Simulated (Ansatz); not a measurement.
Bi4Te3: competing structures

The calculation used DFT PBE, scalar-relativistic, plane waves, PAW (Ansatz 0.2.0). Settings: cutoff 420 eV, Γ-centred meshes no coarser than 0.19 Å⁻¹ for metals and 0.3 Å⁻¹ for insulators (2π included), Gaussian smearing.

All energies are static (0 K, no zero-point motion). Only the structures computed here compete, so a lower one can exist. For metals, differences of a few meV/atom aren't resolved. Spin–orbit coupling is left out. No run is spin-polarised.

```
#   started from      space group  atoms  V (Å³/atom)  ΔE (meV/atom)  gap on mesh (eV)
1  database cell   R-3m (No. 166)      7         36.0              0              0.12
2  a random cell  P-43m (No. 215)      7         39.3            248              0.00
```

The lowest structure: Space group R-3m (No. 166), trigonal, a = 4.508 Å, c = 43.006 Å. Bi on Wyckoff site c (2 atoms of the primitive cell) has 6 Te at 3.11–3.29 Å; Bi on Wyckoff site c (2 atoms of the primitive cell) is coordinated by 3 Bi at 3.09 Å and 3 Te at 3.70 Å; Te on Wyckoff site a (1 atom of the primitive cell) has 6 Bi at 3.29 Å; around Te on Wyckoff site c (2 atoms of the primitive cell) lie 3 Bi at 3.11 Å and 3 Bi at 3.70 Å. Its energy against the elements is -0.173 eV/atom. The zero of energy is the lowest elemental structures computed at the same level; no fitted shifts are applied.

```xyz
7
Lattice="2.2538 1.3013 14.3355 -2.2538 1.3013 14.3355 0.0000 -2.6025 14.3355" Properties=species:S:1:pos:R:3 pbc="T T T"
Bi    0.0000    0.0000   30.6829
Bi    0.0000    0.0000   12.3235
Bi    0.0000    0.0000    6.3389
Bi    0.0000    0.0000   36.6675
Te    0.0000    0.0000    0.0000
Te    0.0000    0.0000   18.0500
Te    0.0000    0.0000   24.9563
```

The second: Space group P-43m (No. 215), cubic, a = 6.504 Å. Around Bi lie 3 Te at 3.14 Å and 3 Bi at 3.39 Å; around Te lie 4 Bi at 3.14 Å.